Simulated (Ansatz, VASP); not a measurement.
**PbSe in VASP and in Ansatz**

The input INCAR:

```
ALGO = Normal
EDIFF = 1E-6
ENCUT = 520
GGA = PE
ISIF = 2
ISMEAR = 0
LASPH = True
LCHARG = False
LREAL = False
LWAVE = False
NBANDS = 17
NELM = 60
PREC = Accurate
SIGMA = 0.03
```

File KPOINTS:

```
k-points
0
Gamma
  10 10 10
```

File POSCAR:

```
PbSe
1.0
    0.0000000000      2.6750344201      4.0125516301
    2.6750344201      0.0000000000      4.0125516301
    2.6750344201      2.6750344201      0.0000000000
Pb Se
1 1
Direct
    0.0000000000      0.0000000000      0.0000000000
    0.5000000000      0.5000000000      0.5000000000
```

Input for Ansatz:

```yaml
crystal:
  lattice:
    - [0.0, 2.6750344201, 4.0125516301]
    - [2.6750344201, 0.0, 4.0125516301]
    - [2.6750344201, 2.6750344201, 0.0]
  atoms:
    - { symbol: Pb, position: [0.0, 0.0, 0.0] }
    - { symbol: Se, position: [0.5, 0.5, 0.5] }
basis:
  ecutwfc: 420
kpoints:
  mp_grid: { grid: [10, 10, 10] }
hamiltonian:
  xc: pbe
scf:
  occupations: { method: gaussian, width: 0.03 }
output:
  forces: true
  stress: true
  eigenvalues: true
```

Alike in both runs: task single point; functional PBE; k mesh 10 × 10 × 10; occupations gaussian, width 0.03 eV; no spin polarisation.

|  | VASP | Ansatz |
| --- | --- | --- |
| version | VASP 6.6.1 | Ansatz 0.2.0 |
| potentials or method | VASP PAW PBE potentials, release 64 (Pb_d, Se) | scalar-relativistic, plane waves, PAW |
| plane-wave cutoff (eV) | 520 | 420 |
| valence electrons in the cell | 20 | 30 |

```tsv
	VASP	Ansatz	Ansatz less VASP
gap on the k mesh at the Fermi level (eV)	none	none	-
pressure (GPa)	19.7	19.6	-0.01
largest component of the traceless stress (GPa)	22.06	22.04	-0.020
```

A gap of «none» marks a metal or a gap that the smearing closes. The two sets of potentials don't hold the same shells in valence.

Caveats: so large a pressure means that the cell lies far from this level's equilibrium, or that cutoff or potentials fall short (VASP). Spin-orbit coupling is left out, which matters for the levels of Pb.
